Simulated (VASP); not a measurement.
A run of VASP 6.6.1 is set up as follows.

File POSCAR:

```
TePb
1.0
    0.0000000000      3.2310000000      3.2310000000
    3.2310000000      0.0000000000      3.2310000000
    3.2310000000      3.2310000000      0.0000000000
Pb Te
1 1
Direct
    0.0000000000      0.0000000000      0.0000000000
    0.5000000000      0.5000000000      0.5000000000
```

INCAR.step1

```
PREC = Accurate
ENCUT = 520
EDIFF = 1E-5
ISMEAR = 0
SIGMA = 0.02
LREAL = F
LASPH = T
NELM = 60
ALGO = Normal
ISIF = 2
LWAVE = T
LCHARG = F
NBANDS = 17
GGA = PE
KPAR = 4
```

File INCAR.step2:

```
PREC = Accurate
ENCUT = 520
EDIFF = 1E-6
ISMEAR = 0
SIGMA = 0.02
LREAL = F
LASPH = T
NELM = 60
ALGO = Normal
ISIF = 2
LWAVE = F
LCHARG = F
GGA = PE
LHFCALC = T
HFSCREEN = 0.3
PRECFOCK = Fast
NBANDS = 17
ISTART = 1
KPAR = 4
```

File KPOINTS:

```
Automatic mesh
0
Gamma
  6 6 6
```

Contents of KPOINTS_OPT:

```
path GXWKGLUWLK,UX
10
line-mode
reciprocal
 0.0000000000  0.0000000000  0.0000000000  G
 0.5000000000  0.0000000000  0.5000000000  X

 0.5000000000  0.0000000000  0.5000000000  X
 0.5000000000  0.2500000000  0.7500000000  W

 0.5000000000  0.2500000000  0.7500000000  W
 0.3750000000  0.3750000000  0.7500000000  K

 0.3750000000  0.3750000000  0.7500000000  K
 0.0000000000  0.0000000000  0.0000000000  G

 0.0000000000  0.0000000000  0.0000000000  G
 0.5000000000  0.5000000000  0.5000000000  L

 0.5000000000  0.5000000000  0.5000000000  L
 0.6250000000  0.2500000000  0.6250000000  U

 0.6250000000  0.2500000000  0.6250000000  U
 0.5000000000  0.2500000000  0.7500000000  W

 0.5000000000  0.2500000000  0.7500000000  W
 0.5000000000  0.5000000000  0.5000000000  L

 0.5000000000  0.5000000000  0.5000000000  L
 0.3750000000  0.3750000000  0.7500000000  K

 0.6250000000  0.2500000000  0.6250000000  U
 0.5000000000  0.0000000000  0.5000000000  X
```

Potentials or basis: VASP PAW PBE potentials, release 64 (Pb_d, Te).

Run with:

```console
$ cat potpaw_PBE.64/Pb_d/POTCAR potpaw_PBE.64/Te/POTCAR > POTCAR
$ cp INCAR.step1 INCAR
$ mpirun -np 4 vasp_std > vasp.out
$ cp INCAR.step2 INCAR
$ mpirun -np 4 vasp_std > vasp.out
```

What does it give for the band gap on the k mesh?

0.96 eV, direct.

Estimate the pressure.

1.1 GPa.

What does it give for the band gap along the path?

0.96 eV, direct.

Levels at the corners of the path, in eV from the valence-band top:
```tsv
point	band 6	band 7	band 8	band 9	band 10	band 11	band 12	band 13	band 14	band 15
Γ	-13.15	-5.88	-1.56	-1.56	-1.56	4.58	4.58	4.58	6.20	6.20
X	-11.29	-7.77	-4.97	-3.13	-3.13	3.57	6.07	6.07	7.39	10.71
X	-11.29	-7.77	-4.97	-3.13	-3.13	3.57	6.07	6.07	7.39	10.71
W	-11.13	-8.56	-4.19	-4.19	-0.47	1.96	5.68	5.68	7.45	7.45
W	-11.13	-8.56	-4.19	-4.19	-0.47	1.96	5.68	5.68	7.45	7.45
K	-11.20	-8.55	-4.55	-2.58	-2.28	3.96	4.20	5.54	6.53	9.49
K	-11.20	-8.55	-4.55	-2.58	-2.28	3.96	4.20	5.54	6.53	9.49
Γ	-13.15	-5.88	-1.56	-1.56	-1.56	4.58	4.58	4.58	6.20	6.20
Γ	-13.15	-5.88	-1.56	-1.56	-1.56	4.58	4.58	4.58	6.20	6.20
L	-11.58	-9.28	-1.10	-1.10	0.00	0.96	1.52	1.52	8.97	9.85
L	-11.58	-9.28	-1.10	-1.10	0.00	0.96	1.52	1.52	8.97	9.85
U	-11.20	-8.55	-4.55	-2.58	-2.28	3.96	4.20	5.54	6.53	9.49
U	-11.20	-8.55	-4.55	-2.58	-2.28	3.96	4.20	5.54	6.53	9.49
W	-11.13	-8.56	-4.19	-4.19	-0.47	1.96	5.68	5.68	7.45	7.45
W	-11.13	-8.56	-4.19	-4.19	-0.47	1.96	5.68	5.68	7.45	7.45
L	-11.58	-9.28	-1.10	-1.10	0.00	0.96	1.52	1.52	8.97	9.85
L	-11.58	-9.28	-1.10	-1.10	0.00	0.96	1.52	1.52	8.97	9.85
K	-11.20	-8.55	-4.55	-2.58	-2.28	3.96	4.20	5.54	6.53	9.49
U	-11.20	-8.55	-4.55	-2.58	-2.28	3.96	4.20	5.54	6.53	9.49
X	-11.29	-7.77	-4.97	-3.13	-3.13	3.57	6.07	6.07	7.39	10.71
```

Caveat: the PAW data sets were made with another functional, which shifts forces and pressure a little; spin-orbit coupling is left out, which as a rule narrows the gap of such compounds by several tenths of an eV.

**What was measured.**

From a printed reference work, monograph, for a bulk crystal of TePb at 4.2 K: band gap 0.19 eV (direct).

Measured gap of TePb: 0.19 eV (direct; 4.2 K; a printed reference work, monograph). This calculation gives 0.96 eV (+0.77 eV). Spin-orbit coupling on Pb, Te is left out. The value is that of HSE03, without temperature or zero-point motion.
